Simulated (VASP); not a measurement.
Set up this calculation in VASP 6.6.1, as the native input.

```yaml
Task: relaxation of cell and atoms
Functional: r2SCAN
Potentials_or_basis: VASP PAW PBE potentials, release 64 (Si)
Cutoff: 600 eV
k_mesh: 8 × 8 × 10
Occupations: gaussian, width 0.05 eV
Spin: no spin polarisation
Further_INCAR_settings: ALGO = Normal; EDIFF = 1e-06; IBRION = 2; EDIFFG = -0.02; NSW = 60; ISIF = 3
```

The structure of Si lies in POSCAR:

```
Si
1.0
    4.1209500000      0.0000000000      0.0000000000
   -2.0604700000      3.5688500000      0.0000000000
    0.0000000000      0.0000000000      2.6547900000
Si
2
Direct
    0.3333300000      0.6666700000      0.5000000000
    0.6666700000      0.3333300000      0.5000000000
```

The cell was built by a generator and needn't be a form met in nature.

The input as run:

INCAR

```
SYSTEM = Si
PREC = Accurate
ENCUT = 600
EDIFF = 1E-6
ISMEAR = 0
SIGMA = 0.05
LREAL = .FALSE.
LASPH = .TRUE.
NELM = 60
ALGO = Normal
ISIF = 3
LWAVE = .FALSE.
LCHARG = .FALSE.
METAGGA = R2SCAN
LMIXTAU = .TRUE.
IBRION = 2
NSW = 60
EDIFFG = -0.02
```

KPOINTS

```
Automatic mesh
0
G
  8 8 10
  0 0 0
```

Potentials or basis: VASP PAW PBE potentials, release 64 (Si).

Command:

```console
$ cat potpaw_PBE.64/Si/POTCAR > POTCAR
$ mpirun -np 1 vasp_std > vasp.out
```

It gave:

| Item | Value |
| --- | --- |
| Relaxed volume | 19.26 Å³/atom |
| Relaxed cell | a = 4.099 Å, b = 4.099 Å, c = 2.647 Å, α = 90.00°, β = 90.00°, γ = 120.00° |
| Space group after relaxing (to 0.05 Å) | P6/mmm (No. 191) |
| Energy gained by relaxing | 1.0 meV/atom |
| Ionic steps | 3 |
| Pressure after relaxing | 0.0 GPa |
| Band gap on the k mesh | none (metal or under the smearing width) |

Caveat: the PAW data sets were made with another functional, which shifts forces and pressure a little.

Wall time 4.8 min on 1 thread of AMD EPYC 9R45 96-Core Processor (Zen 5), with other jobs on the host, peak memory 0.17 GiB.
